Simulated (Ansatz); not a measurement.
Energy landscape near a Be structure

Method: Ansatz, DFT PBEsol, scalar-relativistic, plane waves, PAW.

Plane waves to 420 eV, a k mesh through Γ of 24×24×24 on the computed 1-atom cell and Gaussian smearing (0.10 eV); no spin polarisation.

Reference cell:

```
CELL_PARAMETERS angstrom
-1.25312 1.25312 1.25312
1.25312 -1.25312 1.25312
1.25312 1.25312 -1.25312
ATOMIC_POSITIONS crystal
Be 0.00000 0.00000 0.00000
```

Each variant moves atoms of this cell by the vectors given, if any (Å), and then applies a symmetric strain (tensor components, Cartesian axes). The reference cell isn't relaxed at this level. Energies are per atom at zero smearing, counted from the lowest variant. Pressure is positive in compression.

1. strain (xx yy zz yz xz xy, %) 1.93 1.93 1.93 0.00 0.00 0.00
2. strain (xx yy zz yz xz xy, %) -0.99 -0.99 -0.99 0.00 0.00 0.00
3. strain (xx yy zz yz xz xy, %) -0.69 -0.69 -0.69 0.00 0.00 0.00
4. strain (xx yy zz yz xz xy, %) 2.59 2.59 2.59 0.00 0.00 0.00

Q: Order the variants by energy, lowest first.

A: 3 (0.0 meV/atom), 2 (0.5 meV/atom), 1 (15.8 meV/atom), 4 (25.0 meV/atom). Neighbours within 1 meV/atom are level.

Q: Order them by pressure, highest first.

A: 2 (1.77 GPa), 3 (0.59 GPa), 1 (-8.13 GPa), 4 (-9.91 GPa).

This bcc form isn't the element's structure at ambient conditions.